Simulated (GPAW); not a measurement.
# SnTe (Fm-3m) in GPAW: further runs, part 2 of 3

GPAW 26.7.0.

**3. Relaxation of cell and atoms, RPBE**

run.py

```python
from ase.filters import FrechetCellFilter
from ase.io import read, write
from ase.optimize import FIRE
from gpaw import GPAW, PW

atoms = read('SnTe.xyz')

calc = GPAW(mode=PW(600),
            xc='RPBE',
            kpts={'size': (7, 7, 7), 'gamma': True},
            occupations={'name': 'fermi-dirac', 'width': 0.05},
            nbands=19,
            convergence={'density': 1e-05, 'forces': 0.0001},
            maxiter=150,
            txt='gpaw.txt')
atoms.calc = calc
opt = FIRE(FrechetCellFilter(atoms), trajectory='relax.traj', logfile='-')
done = opt.run(fmax=0.02, steps=60)
calc.write('gs.gpw')
write('result.traj', atoms)
print('Converged:', done)
print('Cell:', atoms.cell.cellpar().round(4))
print('Volume:', round(atoms.get_volume(), 4))
print(atoms.get_scaled_positions().round(5))
```

SnTe.xyz

```xyz
2
Lattice="0.0000000000 3.1508500000 3.1508500000 3.1508500000 0.0000000000 3.1508500000 3.1508500000 3.1508500000 0.0000000000" Properties=species:S:1:pos:R:3 pbc="T T T"
Te     3.1508500000      3.1508500000      3.1508500000
Sn     0.0000000000      0.0000000000      0.0000000000
```

Potentials or basis: the program's PAW data sets (release 1.2.1) made for this functional, pw.

Command:

```sh
OMP_NUM_THREADS=1 python run.py
```

gpaw.txt:

```text
__  _  _
 | _ |_)|_||  |
 |__||  | ||/\| - 26.7.0

Input parameters:
  mode=PW(ecut=600.0),
  convergence={'density': 1e-05, 'forces': 0.0001},
  kpts=MonkhorstPack(size=(7, 7, 7), gamma=True),
  maxiter=150,
  nbands=19,
  occupations=Occupations(name='fermi-dirac', width=0.05),
  xc=XC(name='RPBE')

Diagonalizing LCAO Hamiltonian
Converting LCAO to pw mode

                 Te

       Sn

Atoms  # Å, Bohr magnetons
|   | symbol |        x |        y |        z |    initial magnetic moments |
|---|--------|----------|----------|----------|-----------------------------|
| 0 |     Te | 3.150850 | 3.150850 | 3.150850 | ( 0.0000,  0.0000,  0.0000) |
| 1 |     Sn | 0.000000 | 0.000000 | 0.000000 | ( 0.0000,  0.0000,  0.0000) |

Unit cell  # Å
| periodic |        x |        y |        z |  lengths |    angles |
|----------|----------|----------|----------|----------|-----------|
|      yes | 0.000000 | 3.150850 | 3.150850 | 4.455975 | 60.000000 |
|      yes | 3.150850 | 0.000000 | 3.150850 | 4.455975 | 60.000000 |
|      yes | 3.150850 | 3.150850 | 0.000000 | 4.455975 | 60.000000 |

Number of symmetries: 48
Symmetry operations  # r_c * U_cc + t_c -> r_c
|    | kind |            matrix            |
|----|------|------------------------------|
|  0 |  σ   |  1, 0, 0,  1, 0,-1,  1,-1, 0 |
|  1 |  C2  |  1, 0, 0,  1,-1, 0,  1, 0,-1 |
|  2 |  E   |  1, 0, 0,  0, 1, 0,  0, 0, 1 |
|  3 |  σ   |  1, 0, 0,  0, 0, 1,  0, 1, 0 |
|  4 |  C4  |  1, 0,-1,  1, 0, 0,  1,-1, 0 |
|  5 |  S6  |  1, 0,-1,  1,-1, 0,  1, 0, 0 |
|  6 |  σ   |  1, 0,-1,  0, 1,-1,  0, 0,-1 |
|  7 |  C3  |  1, 0,-1,  0, 0,-1,  0, 1,-1 |
|  8 |  S6  |  1,-1, 0,  1, 0, 0,  1, 0,-1 |
|  9 |  C4  |  1,-1, 0,  1, 0,-1,  1, 0, 0 |
| 10 |  C3  |  1,-1, 0,  0,-1, 1,  0,-1, 0 |
| 11 |  σ   |  1,-1, 0,  0,-1, 0,  0,-1, 1 |
| 12 |  σ   |  0, 1, 0,  1, 0, 0,  0, 0, 1 |
| 13 |  C4  |  0, 1, 0,  0, 1,-1, -1, 1, 0 |
| 14 |  C3  |  0, 1, 0,  0, 0, 1,  1, 0, 0 |
| 15 |  S6  |  0, 1, 0, -1, 1, 0,  0, 1,-1 |
| 16 |  C2  |  0, 1,-1,  1, 0,-1,  0, 0,-1 |
| 17 |  σ   |  0, 1,-1,  0, 1, 0, -1, 1, 0 |
| 18 |  S4  |  0, 1,-1,  0, 0,-1,  1, 0,-1 |
| 19 |  C4  |  0, 1,-1, -1, 1, 0,  0, 1, 0 |
| 20 |  C3  |  0, 0, 1,  1, 0, 0,  0, 1, 0 |
| 21 |  σ   |  0, 0, 1,  0, 1, 0,  1, 0, 0 |
[... 215 lines left out ...]
Gap: 0.664 eV
Transition (v -> c):
  (s=0, k=19, n=9, [0.43, 0.43, 0.43]) -> (s=0, k=19, n=10, [0.43, 0.43, 0.43])
No difference between direct/indirect transitions

Stress tensor  # eV/Ang^3
|         x |         y |         z |
|-----------|-----------|-----------|
| -0.021129 |  0.000000 |  0.000000 |
|  0.000000 | -0.021129 | -0.000000 |
|  0.000000 | -0.000000 | -0.021129 |

Forces  # eV/Ang
|       x |        y |        z |
|---------|----------|----------|
| 0.00000 | -0.00000 | -0.00000 |  # Te   0
| 0.00000 | -0.00000 | -0.00000 |  # Sn   1

Interpolating wave functions to new cell

                 Te

       Sn

Atoms  # Å, Bohr magnetons
|   | symbol |        x |         y |         z |    initial magnetic moments |
|---|--------|----------|-----------|-----------|-----------------------------|
| 0 |     Te | 3.161280 |  3.161280 |  3.161280 | ( 0.0000,  0.0000,  0.0000) |
| 1 |     Sn | 0.000000 | -0.000000 | -0.000000 | ( 0.0000,  0.0000,  0.0000) |

Unit cell  # Å
| periodic |         x |        y |        z |  lengths |    angles |
|----------|-----------|----------|----------|----------|-----------|
|      yes | -0.000000 | 3.161280 | 3.161280 | 4.470725 | 60.000000 |
|      yes |  3.161280 | 0.000000 | 3.161280 | 4.470725 | 60.000000 |
|      yes |  3.161280 | 3.161280 | 0.000000 | 4.470725 | 60.000000 |
[... 241 lines left out ...]
Gap: 0.663 eV
Transition (v -> c):
  (s=0, k=19, n=9, [0.43, 0.43, 0.43]) -> (s=0, k=19, n=10, [0.43, 0.43, 0.43])
No difference between direct/indirect transitions

Stress tensor  # eV/Ang^3
|         x |         y |         z |
|-----------|-----------|-----------|
| -0.018072 |  0.000000 | -0.000000 |
|  0.000000 | -0.018072 | -0.000000 |
| -0.000000 | -0.000000 | -0.018072 |

Forces  # eV/Ang
|        x |       y |       z |
|----------|---------|---------|
| -0.00000 | 0.00000 | 0.00000 |  # Te   0
|  0.00000 | 0.00000 | 0.00000 |  # Sn   1

Interpolating wave functions to new cell

                 Te

       Sn

Atoms  # Å, Bohr magnetons
|   | symbol |        x |         y |         z |    initial magnetic moments |
|---|--------|----------|-----------|-----------|-----------------------------|
| 0 |     Te | 3.180812 |  3.180812 |  3.180812 | ( 0.0000,  0.0000,  0.0000) |
| 1 |     Sn | 0.000000 | -0.000000 | -0.000000 | ( 0.0000,  0.0000,  0.0000) |

Unit cell  # Å
| periodic |         x |        y |        z |  lengths |    angles |
|----------|-----------|----------|----------|----------|-----------|
|      yes | -0.000000 | 3.180812 | 3.180812 | 4.498347 | 60.000000 |
|      yes |  3.180812 | 0.000000 | 3.180812 | 4.498347 | 60.000000 |
|      yes |  3.180812 | 3.180812 | 0.000000 | 4.498347 | 60.000000 |
[... 242 lines left out ...]
Gap: 0.664 eV
Transition (v -> c):
  (s=0, k=19, n=9, [0.43, 0.43, 0.43]) -> (s=0, k=19, n=10, [0.43, 0.43, 0.43])
No difference between direct/indirect transitions

Stress tensor  # eV/Ang^3
|         x |         y |         z |
|-----------|-----------|-----------|
| -0.012695 |  0.000000 | -0.000000 |
|  0.000000 | -0.012695 |  0.000000 |
| -0.000000 |  0.000000 | -0.012695 |

Forces  # eV/Ang
|       x |        y |        z |
|---------|----------|----------|
| 0.00000 | -0.00000 |  0.00000 |  # Te   0
| 0.00000 |  0.00000 | -0.00000 |  # Sn   1

Interpolating wave functions to new cell

                 Te

       Sn

Atoms  # Å, Bohr magnetons
|   | symbol |        x |         y |         z |    initial magnetic moments |
|---|--------|----------|-----------|-----------|-----------------------------|
| 0 |     Te | 3.207009 |  3.207009 |  3.207009 | ( 0.0000,  0.0000,  0.0000) |
| 1 |     Sn | 0.000000 | -0.000000 | -0.000000 | ( 0.0000,  0.0000,  0.0000) |

Unit cell  # Å
| periodic |         x |        y |        z |  lengths |    angles |
|----------|-----------|----------|----------|----------|-----------|
|      yes | -0.000000 | 3.207009 | 3.207009 | 4.535395 | 60.000000 |
|      yes |  3.207009 | 0.000000 | 3.207009 | 4.535395 | 60.000000 |
|      yes |  3.207009 | 3.207009 | 0.000000 | 4.535395 | 60.000000 |
[... 242 lines left out ...]
Gap: 0.672 eV
Transition (v -> c):
  (s=0, k=19, n=9, [0.43, 0.43, 0.43]) -> (s=0, k=19, n=10, [0.43, 0.43, 0.43])
No difference between direct/indirect transitions

Stress tensor  # eV/Ang^3
|         x |         y |         z |
|-----------|-----------|-----------|
| -0.006155 | -0.000000 |  0.000000 |
| -0.000000 | -0.006155 | -0.000000 |
|  0.000000 | -0.000000 | -0.006155 |

Forces  # eV/Ang
|        x |       y |        z |
|----------|---------|----------|
| -0.00000 | 0.00000 | -0.00000 |  # Te   0
|  0.00000 | 0.00000 |  0.00000 |  # Sn   1

Interpolating wave functions to new cell

                 Te

       Sn

Atoms  # Å, Bohr magnetons
|   | symbol |        x |         y |         z |    initial magnetic moments |
|---|--------|----------|-----------|-----------|-----------------------------|
| 0 |     Te | 3.236705 |  3.236705 |  3.236705 | ( 0.0000,  0.0000,  0.0000) |
| 1 |     Sn | 0.000000 | -0.000000 | -0.000000 | ( 0.0000,  0.0000,  0.0000) |

Unit cell  # Å
| periodic |         x |        y |        z |  lengths |    angles |
|----------|-----------|----------|----------|----------|-----------|
|      yes | -0.000000 | 3.236705 | 3.236705 | 4.577392 | 60.000000 |
|      yes |  3.236705 | 0.000000 | 3.236705 | 4.577392 | 60.000000 |
|      yes |  3.236705 | 3.236705 | 0.000000 | 4.577392 | 60.000000 |
[... 225 lines left out ...]
|          3 |       -16.296 |     2.000 |
|          4 |       -16.296 |     2.000 |
|          5 |        -6.559 |     2.000 |
|          6 |         0.743 |     2.000 |
|          7 |         3.691 |     2.000 |
[... 9 lines left out ...]
|         17 |        12.477 |     0.000 |
|         18 |        12.795 |     0.000 |

Gap: 0.687 eV
Transition (v -> c):
  (s=0, k=19, n=9, [0.43, 0.43, 0.43]) -> (s=0, k=19, n=10, [0.43, 0.43, 0.43])
No difference between direct/indirect transitions

Stress tensor  # eV/Ang^3
|        x |        y |        z |
|----------|----------|----------|
| 0.000422 | 0.000000 | 0.000000 |
| 0.000000 | 0.000422 | 0.000000 |
| 0.000000 | 0.000000 | 0.000422 |

Forces  # eV/Ang
|        x |       y |       z |
|----------|---------|---------|
| -0.00000 | 0.00000 | 0.00000 |  # Te   0
| -0.00000 | 0.00000 | 0.00000 |  # Sn   1

# Writing to gs.gpw (mode='')
```

Wall time 90 s (1 thread of Arm Neoverse V1, shared host); peak memory 0.25 GiB.

Results:

```yaml
Free_energy: -7.1347 eV
Relaxed_volume: 33.91 Å³/atom
Relaxed_cell: a = 4.577 Å, b = 4.577 Å, c = 4.577 Å, α = 60.00°, β = 60.00°, γ = 60.00°
Space_group_after_relaxing_to_0.05_Å: Fm-3m (No. 225)
Energy_gained_by_relaxing: 25.4 meV/atom
Ionic_steps: 5
Pressure_after_relaxing: -0.1 GPa
```

Step by step:
```tsv
step	energy change (eV)	largest force (eV/Å)	pressure (GPa)	volume (Å³)
1	0.0000	0.0000	3.39	62.56
2	-0.0123	0.0000	2.90	63.19
3	-0.0305	0.0000	2.03	64.36
4	-0.0456	0.0000	0.99	65.97
5	-0.0509	0.0000	-0.07	67.82
```

Final structure:
```cif
data_structure
_symmetry_space_group_name_H-M 'P 1'
_symmetry_Int_Tables_number 1
_cell_length_a 4.5774
_cell_length_b 4.5774
_cell_length_c 4.5774
_cell_angle_alpha 60.000
_cell_angle_beta 60.000
_cell_angle_gamma 60.000
_cell_volume 67.82
loop_
_atom_site_label
_atom_site_type_symbol
_atom_site_fract_x
_atom_site_fract_y
_atom_site_fract_z
_atom_site_occupancy
Te1 Te 0.50000 0.50000 0.50000 1
Sn1 Sn 0.00000 0.00000 0.00000 1
```

Caveat: this odd mesh misses L, where the gap lies, so gap, dielectric constants and Born charges aren't listed; later steps reuse the first step's grids. Zero-point motion and thermal expansion aren't in these numbers.

**4. Relaxation of cell and atoms, revPBE**

run.py: that of step 3 with these lines changed.

```diff
@@ -8,3 +8,3 @@
 calc = GPAW(mode=PW(600),
-            xc='RPBE',
+            xc='revPBE',
             kpts={'size': (7, 7, 7), 'gamma': True},
@@ -17,3 +17,3 @@
 opt = FIRE(FrechetCellFilter(atoms), trajectory='relax.traj', logfile='-')
-done = opt.run(fmax=0.02, steps=60)
+done = opt.run(fmax=0.01, steps=40)
 calc.write('gs.gpw')
```

SnTe.xyz is that of step 3.

Command:

```sh
OMP_NUM_THREADS=1 python run.py
```

It took 2.5 min on 1 thread of Arm Neoverse V1, shared host; peak memory 0.3 GiB.

Results (log left out):

```yaml
Free_energy: -7.2278 eV
Relaxed_volume: 33.54 Å³/atom
Relaxed_cell: a = 4.561 Å, b = 4.561 Å, c = 4.561 Å, α = 60.00°, β = 60.00°, γ = 60.00°
Space_group_after_relaxing_to_0.05_Å: Fm-3m (No. 225)
Energy_gained_by_relaxing: 19.7 meV/atom
Ionic_steps: 11
Pressure_after_relaxing: 0.0 GPa
```

Step by step:
```csv
step,energy change (eV),largest force (eV/Å),pressure (GPa),volume (Å³)
1,0.0000,0.0000,2.98,62.56
2,-0.0095,0.0000,2.55,63.11
3,-0.0236,0.0000,1.79,64.15
4,-0.0353,0.0000,0.86,65.55
5,-0.0393,0.0000,-0.08,67.17
6,-0.0393,0.0000,-0.08,67.16
7,-0.0393,0.0000,-0.08,67.15
8,-0.0393,0.0000,-0.07,67.14
9,-0.0393,0.0000,-0.06,67.12
10,-0.0393,0.0000,-0.05,67.10
11,-0.0393,0.0000,-0.04,67.08
```

Final structure:
```xyz
2
Lattice="0.0000 3.2249 3.2249 3.2249 0.0000 3.2249 3.2249 3.2249 0.0000" Properties=species:S:1:pos:R:3 pbc="T T T"
Te    3.2249    3.2249    3.2249
Sn    0.0000    0.0000    0.0000
```

Levels at points of the mesh, in eV from the Fermi level:
```
           k point  band 7  band 8  band 9  band 10  band 11  band 12  band 13  band 14
(0.00, 0.00, 0.00)   -4.93   -2.03   -2.03    -2.03     3.16     3.16     3.16     4.85
```

Caveat: this odd mesh misses L, where the gap lies, so gap, dielectric constants and Born charges aren't listed; later steps reuse the first step's grids. revPBE gives volumes clearly too large for solids.

(Part 2 of 3 ends here.)
